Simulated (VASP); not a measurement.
# MoS2 (P6_3/mmc) in VASP: relaxation of cell and atoms with PBE+D3(BJ)

Aim: the relaxation of cell and atoms of MoS2 with PBE+D3(BJ).

Program: VASP 6.6.1. These are calculated values, not measurements. Logs are shortened: lines on timing, memory, paths and dates and some standing lists are left out, and cuts for length are marked.

**1. The structure**

It takes space group P6_3/mmc (No. 194, hexagonal). The conventional cell has a = 3.169 Å, b = 3.169 Å, c = 12.324 Å, α = 90.00°, β = 90.00°, γ = 120.00°. Around Mo (site symmetry -6m2) lie 6 S at 2.41 Å. Around S (site symmetry 3m) lie 3 Mo at 2.41 Å.

**2. Relaxation of cell and atoms, PBE+D3(BJ)**

INCAR reads:

```
SYSTEM = MoS2
PREC = Accurate
ENCUT = 600
EDIFF = 1E-7
ISMEAR = 0
SIGMA = 0.02
LREAL = .False.
LASPH = .True.
NELM = 80
ALGO = Normal
ISIF = 3
LWAVE = .False.
LCHARG = .False.
GGA = PE
IVDW = 12
IBRION = 2
NSW = 80
EDIFFG = -0.004
```

KPOINTS reads:

```
regular mesh
0
Gamma
  12 12 4
  0 0 0
```

POSCAR reads:

```
MoS2
1.0
    3.1690000000      0.0000000000      0.0000000000
   -1.5845000000      2.7444345000      0.0000000000
    0.0000000000      0.0000000000     12.3240000000
Mo S
2 4
Direct
    0.3333333300      0.6666666700      0.2500000000
    0.6666666700      0.3333333300      0.7500000000
    0.3333333300      0.6666666700      0.6230000000
    0.6666666700      0.3333333300      0.1230000000
    0.3333333300      0.6666666700      0.8770000000
    0.6666666700      0.3333333300      0.3770000000
```

Potentials or basis: VASP PAW PBE potentials, release 64 (Mo_sv, S).

Command:

```
> cat potpaw_PBE.64/Mo_sv/POTCAR potpaw_PBE.64/S/POTCAR > POTCAR
> mpirun -np 1 vasp_std > vasp.out
```

OUTCAR:

```text
SYSTEM = MoS2
   PREC = Accurate
   ENCUT = 600
   EDIFF = 1E-7
   ISMEAR = 0
   LREAL = .False.
   LASPH = .True.
   NELM = 80
   ISIF = 3
   GGA = PE
   IVDW = 12
   IBRION = 2
   NSW = 80
   EDIFFG = -0.004
 IVDW          = 12

 ion  position               nearest neighbor table
   1  0.333  0.667  0.250-   4 2.41   6 2.41   4 2.41   6 2.41   4 2.41   6 2.41
   2  0.667  0.333  0.750-   3 2.41   5 2.41   3 2.41   5 2.41   3 2.41   5 2.41
   3  0.333  0.667  0.623-   2 2.41   2 2.41   2 2.41
   4  0.667  0.333  0.123-   1 2.41   1 2.41   1 2.41
   5  0.333  0.667  0.877-   2 2.41   2 2.41   2 2.41
   6  0.667  0.333  0.377-   1 2.41   1 2.41   1 2.41

  LATTYP: Found a hexagonal cell.
 ALAT       =     3.1690000000
 C/A-ratio  =     3.8889239508

  Lattice vectors:

 A1 = (   3.1690000000,   0.0000000000,   0.0000000000)
 A2 = (  -1.5845000000,   2.7444345000,   0.0000000000)
 A3 = (   0.0000000000,   0.0000000000,  12.3240000000)

Analysis of symmetry for initial positions (statically):
=====================================================================
 Subroutine PRICEL returns:
 Original cell was already a primitive cell.

 Routine SETGRP: Setting up the symmetry group for a
 hexagonal supercell.

 Subroutine GETGRP returns: Found 24 space group operations
 (whereof 12 operations were pure point group operations)
 out of a pool of 24 trial point group operations.

The static configuration has the point symmetry D_3d.
 The point group associated with its full space group is D_6h.

Analysis of symmetry for dynamics (positions and initial velocities):
=====================================================================
 Subroutine PRICEL returns:
 Original cell was already a primitive cell.

 Routine SETGRP: Setting up the symmetry group for a
 hexagonal supercell.

 Subroutine GETGRP returns: Found 24 space group operations
 (whereof 12 operations were pure point group operations)
 out of a pool of 24 trial point group operations.

The dynamic configuration has the point symmetry D_3d.
 The point group associated with its full space group is D_6h.

 Subroutine INISYM returns: Found 24 space group operations
 (whereof 12 operations are pure point group operations),
 and found     1 'primitive' translations

----------------------------------------------------------------------------------------

                                     Primitive cell

  volume of cell :     107.1832

  direct lattice vectors                    reciprocal lattice vectors
     3.169000000  0.000000000  0.000000000     0.315556958  0.182186895  0.000000000
    -1.584500000  2.744434500  0.000000000     0.000000000  0.364373790  0.000000000
     0.000000000  0.000000000 12.324000000     0.000000000  0.000000000  0.081142486

  length of vectors
     3.169000000  3.168999996 12.324000000     0.364373789  0.364373790  0.081142486

  position of ions in fractional coordinates (direct lattice)
     0.333333330  0.666666670  0.250000000
     0.666666670  0.333333330  0.750000000
     0.333333330  0.666666670  0.623000000
     0.666666670  0.333333330  0.123000000
     0.333333330  0.666666670  0.877000000
     0.666666670  0.333333330  0.377000000

  ion indices of the primitive-cell ions
   primitive index   ion index
                 1           1
                 2           2
                 3           3
                 4           4
                 5           5
                 6           6

----------------------------------------------------------------------------------------

 KPOINTS: regular mesh

Automatic generation of k-mesh.
 Grid dimensions read from file:
 generate k-points for:   12   12    4

 Generating k-lattice:

  Cartesian coordinates                     Fractional coordinates (reciprocal lattice)
     0.026296413  0.015182241  0.000000000     0.083333333  0.000000000  0.000000000
     0.000000000  0.030364482  0.000000000     0.000000000  0.083333333  0.000000000
     0.000000000  0.000000000  0.020285622     0.000000000  0.000000000  0.250000000

  Length of vectors
     0.030364482  0.030364482  0.020285622

  Shift w.r.t. Gamma in fractional coordinates (k-lattice)
     0.000000000  0.000000000  0.000000000

 Subroutine IBZKPT returns following result:
 ===========================================

 Found     57 irreducible k-points:

 Following reciprocal coordinates:
            Coordinates               Weight
  0.000000  0.000000  0.000000      1.000000
  0.083333  0.000000  0.000000      6.000000
  0.166667  0.000000  0.000000      6.000000
  0.250000  0.000000  0.000000      6.000000
  0.333333  0.000000  0.000000      6.000000
  0.416667  0.000000  0.000000      6.000000
[... 16 lines left out ...]
  0.250000  0.000000  0.250000     12.000000
  0.333333  0.000000  0.250000     12.000000
 [... further k-points ...]
   k-points           NKPTS =     57   k-points in BZ     NKDIM =     57   number of bands    NBANDS=     31
   number of dos      NEDOS =    301   number of ions     NIONS =      6
   total plane-waves  NPLWV =  76832
   dimension x,y,z NGX =    28 NGY =   28 NGZ =   98
   dimension x,y,z NGXF=    56 NGYF=   56 NGZF=  196
   ions per type =               2   4
   NGX,Y,Z   is equivalent  to a cutoff of  14.69, 14.69, 13.22 a.u.
   NGXF,Y,Z  is equivalent  to a cutoff of  29.38, 29.38, 26.44 a.u.
 SYSTEM =  MoS2
   PREC   = accura    normal or accurate (medium, high low for compatibility)
   ISTART =      0    job   : 0-new  1-cont  2-samecut
   ICHARG =      2    charge: 1-file 2-atom 10-const
   ISPIN  =      1    spin polarized calculation?
   LNONCOLLINEAR =      F non collinear calculations
   LSORBIT =      F    spin-orbit coupling
   LASPH  =      T    aspherical Exc in radial PAW
   ENCUT  =  600.0 eV  44.10 Ry    6.64 a.u.   6.33  6.33 24.61*2*pi/ulx,y,z
   NELM   =     80;   NELMIN=  2; NELMDL= -5     # of ELM steps
   EDIFF  = 0.1E-06   stopping-criterion for ELM
   LREAL  =      F    real-space projection
   EDIFFG = -.4E-02   stopping-criterion for IOM
   NSW    =     80    number of steps for IOM
   IBRION =      2    ionic relax: 0-MD 1-quasi-New 2-CG
   NFREE  =      1    steps in history (QN), initial steepest desc. (CG)
   ISIF   =      3    stress and relaxation
   ISYM   =      2    0-nonsym 1-usesym 2-fastsym
   POTIM  = 0.5000    time-step for ionic-motion
   TEBEG  =    0.0;   TEEND  =   0.0 temperature during run
   PSTRESS=    0.0 pullay stress
   NELECT =      52.0000    total number of electrons
   NUPDOWN=      -1.0000    fix difference up-down
   EMIN   =  10.00;   EMAX   =-10.00  energy-range for DOS
   EFERMI =   0.00;   METHOD = LEGACY
   ISMEAR =     0;   SIGMA  =   0.02  broadening in eV -4-tet -1-fermi 0-gaus
   EFERMI_NEDOS =   21; number of points for ismear=-14 and -15
   IALGO  =     38    algorithm
   IMIX   =      4    mixing-type and parameters
     AMIX     =   0.40;   BMIX     =  1.00
     AMIX_MAG =   1.60;   BMIX_MAG =  1.00
  volume/ion in A,a.u.               =      17.86       120.55
  Fermi-wavevector in a.u.,A,eV,Ry     =   1.286373  2.430893 22.514325  1.654756
  Thomas-Fermi vector in A             =   2.418452
   LORBIT       =      0    0 simple, 1 ext, 2 COOP (PROOUT), +10 PAW based schemes
   GGA     = PE    functional components
   LHFCALC =     F    Hartree Fock is set to
   AEXX    =    0.0000 exact exchange contribution
   IVDW    =    12    specifies the selected vdW correction
   LEPSILON=     F    determine dielectric tensor
   LRPA    =     F    only Hartree local field effects (RPA)
 conjugate gradient relaxation of ions
 non-spin polarized calculation
 Gauss-broadening in eV      SIGMA  =   0.02
  energy-cutoff  :      600.00
  volume of cell :      107.18
 maximum number of plane-waves:      3614
 NGX is ok and might be reduce to    28
   NGX = 13   NGY = 13   NGZ = 49

--------------------------------------- Ionic step        1  -------------------------------------------

 number of electron      52.0000000 magnetization

 Free energy of the ion-electron system (eV)
  ---------------------------------------------------
  ext. energy  EPLUGINS =         0.00000000
  ---------------------------------------------------
  free energy    TOTEN  =       -43.61557445 eV

  energy without entropy =      -43.61557445  energy(sigma->0) =      -43.61557445

------------------------ aborting loop because EDIFF is reached ----------------------------------------

 Edisp (eV)   -2.54058

 E8    (eV) :    -1.0246

  FORCE on cell =-STRESS in cart. coord.  units (eV):
  Direction    XX          YY          ZZ          XY          YZ          ZX
  --------------------------------------------------------------------------------------
  -------------------------------------------------------------------------------------
  Total      -1.44667    -1.44667    -1.19026     0.00000    -0.00000     0.00000
  in kB     -21.62486   -21.62486   -17.79209     0.00000    -0.00000     0.00000
  external pressure =      -20.35 kB  Pullay stress =        0.00 kB
[... 109 lines left out ...]
  FREE ENERGIE OF THE ION-ELECTRON SYSTEM (eV)
  ---------------------------------------------------
  free  energy   TOTEN  =       -46.1650082147 eV

  energy  without entropy=      -46.1650082147  energy(sigma->0) =      -46.16500821

[... ionic steps 4 to 9 ...]

--------------------------------------- Ionic step       10  -------------------------------------------

 number of electron      51.9999995 magnetization

------------------------ aborting loop because EDIFF is reached ----------------------------------------

 Edisp (eV)   -2.62927

 E8    (eV) :    -1.0602
[... 77 lines left out ...]
  energy  without entropy=      -46.1722402088  energy(sigma->0) =      -46.17224021

--------------------------------------- Ionic step       12  -------------------------------------------

 number of electron      51.9999994 magnetization

 Free energy of the ion-electron system (eV)
  ---------------------------------------------------
  ext. energy  EPLUGINS =         0.00000000
  ---------------------------------------------------
  free energy    TOTEN  =       -43.54510607 eV

  energy without entropy =      -43.54510607  energy(sigma->0) =      -43.54510607

 E-fermi :   8.0745     XC(G=0): -11.0204

 val. band max:        7.9640279144   @ k =   0.0000   0.0000   0.0000
 cond. band min:       8.7614017129   @ k =   0.1667   0.1667   0.0000
 fundamental gap:      0.7973737986
 Fermi energy:         8.0744551481

 k-point     1 :       0.0000    0.0000    0.0000
  band No.  band energies     occupation
      1     -53.5767      2.00000
      2     -53.5767      2.00000
      3     -27.7418      2.00000
      4     -27.7417      2.00000
      5     -27.4996      2.00000
      6     -27.4996      2.00000
[... 805 lines left out ...]
     30       9.9161      0.00000
     31      10.6108      0.00000

 [... further k-points ...]

------------------------ aborting loop because EDIFF is reached ----------------------------------------

 Edisp (eV)   -2.62799

 E8    (eV) :    -1.0596

  FORCE on cell =-STRESS in cart. coord.  units (eV):
  Direction    XX          YY          ZZ          XY          YZ          ZX
  --------------------------------------------------------------------------------------
  -------------------------------------------------------------------------------------
  Total       0.00168     0.00168     0.00520    -0.00000    -0.00000    -0.00000
  in kB       0.02588     0.02588     0.08035    -0.00000    -0.00000    -0.00000
  external pressure =        0.04 kB  Pullay stress =        0.00 kB
[... 21 lines left out ...]
  FREE ENERGIE OF THE ION-ELECTRON SYSTEM (eV)
  ---------------------------------------------------
  free  energy   TOTEN  =       -46.1730986668 eV

  energy  without entropy=      -46.1730986668  energy(sigma->0) =      -46.17309867

 reached required accuracy - stopping structural energy minimisation
```

Wall time 19 min (1 thread of Intel Xeon Platinum 8488C (Sapphire Rapids), shared host); peak memory 0.39 GiB.

What came out:

```
Free energy                            : -46.1731 eV
Relaxed volume                         : 17.29 Å³/atom
Relaxed cell                           : a = 3.149 Å, b = 3.149 Å, c = 12.082 Å, α = 90.00°, β = 90.00°, γ = 120.00°
Space group after relaxing (to 0.05 Å) : P6_3/mmc (No. 194)
Energy gained by relaxing              : 2.8 meV/atom
Ionic steps                            : 12
Pressure after relaxing                : 0.0 GPa
Band gap on the k mesh                 : 0.80 eV, indirect (least direct gap 1.71 eV)
Dispersion energy per atom             : -0.438 eV
```

Step by step:
```csv
step,energy change (eV),largest force (eV/Å),pressure (GPa),volume (Å³)
1,0.0000,0.0755,-2.03,107.18
2,0.0157,0.5206,3.43,103.70
3,-0.0089,0.1416,-0.08,105.86
4,-0.0114,0.0579,-0.06,105.44
5,-0.0115,0.0374,-0.06,105.34
6,-0.0129,0.0339,-0.04,105.09
7,-0.0160,0.0229,0.03,104.34
8,-0.0152,0.0009,0.24,102.85
9,-0.0169,0.0176,0.12,103.75
10,-0.0169,0.0165,0.12,103.69
11,-0.0161,0.0819,-0.60,103.99
12,-0.0169,0.0003,0.00,103.74
```

Final structure:
```
CELL_PARAMETERS angstrom
3.14863 0.00000 0.00000
-1.57431 2.72679 0.00000
0.00000 0.00000 12.08236
ATOMIC_POSITIONS crystal
Mo 0.33333 0.66667 0.25000
Mo 0.66667 0.33333 0.75000
S 0.33333 0.66667 0.62046
S 0.66667 0.33333 0.12046
S 0.33333 0.66667 0.87954
S 0.66667 0.33333 0.37954
```
